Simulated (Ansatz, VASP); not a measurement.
## B: VASP beside Ansatz

Contents of INCAR:

```
  ALGO = Normal
  EDIFF = 1E-6
  ENCUT = 520
  GGA = RP
  ISIF = 2
  ISMEAR = -1
  LASPH = True
  LCHARG = False
  LREAL = False
  LWAVE = False
  NBANDS = 10
  NELM = 60
  PREC = Accurate
  SIGMA = 0.1
```

File KPOINTS:

```
k-points
0
Gamma
  23 23 4
```

POSCAR

```
B
1.0
    1.7011315725      0.0000000000      0.0000000000
   -0.8505657862      1.4732231570      0.0000000000
    0.0000000000      0.0000000000     10.5125344483
B
2
Direct
    0.3333333333      0.6666666667      0.2500000000
    0.6666666667      0.3333333333      0.7500000000
```

Input for Ansatz:

```yaml
crystal:
  lattice:
    - [1.7011315725, 0.0, 0.0]
    - [-0.8505657862, 1.473223157, 0.0]
    - [0.0, 0.0, 10.5125344483]
  atoms:
    - { symbol: B, position: [0.3333333333, 0.6666666667, 0.25] }
    - { symbol: B, position: [0.6666666667, 0.3333333333, 0.75] }
hamiltonian:
  xc: rpbe
  pseudopotentials:
    kind: paw
    azcp:
      B: "pseudopotentials/B.paw.azcp"
basis:
  ecutwfc: 420
  fft_grid_basis: typed
kpoints:
  mp_grid: { grid: [23, 23, 4], shift: [0, 0, 0] }
magnetization:
  spin_polarized: false
scf:
  occupations: { method: fermi_dirac, width: 0.1 }
  lower_state_search: "off"
output:
  stress: true
  write_density: true
  write_potential: true
  elf: true
  volumetric_format: npy
```

Alike in both runs: task single point; functional RPBE; k mesh 23 × 23 × 4; occupations fermi-dirac, width 0.1 eV; no spin polarisation.

|  | VASP | Ansatz |
| --- | --- | --- |
| version | VASP 6.6.1 | Ansatz 0.2.0 |
| potentials or method | VASP PAW PBE potentials, release 64 (B) | plane waves (420 eV) with PAW, scalar-relativistic |
| plane-wave cutoff (eV) | 520 | 420 |
| valence electrons in the cell | 6 | 6 |

|  | VASP | Ansatz | Ansatz less VASP |
| --- | --- | --- | --- |
| pressure (GPa) | 4.1 | 4.2 | +0.11 |
| largest component of the traceless stress (GPa) | 4.14 | 4.17 | +0.033 |

With one functional, cell and mesh, what is left measures potentials, basis and numerics.

Caveats: the PAW data sets were made with another functional, which shifts forces and pressure a little (VASP); this functional lacks dispersion, which binds the layers, so the pressure and a relaxed spacing across them are unreliable.
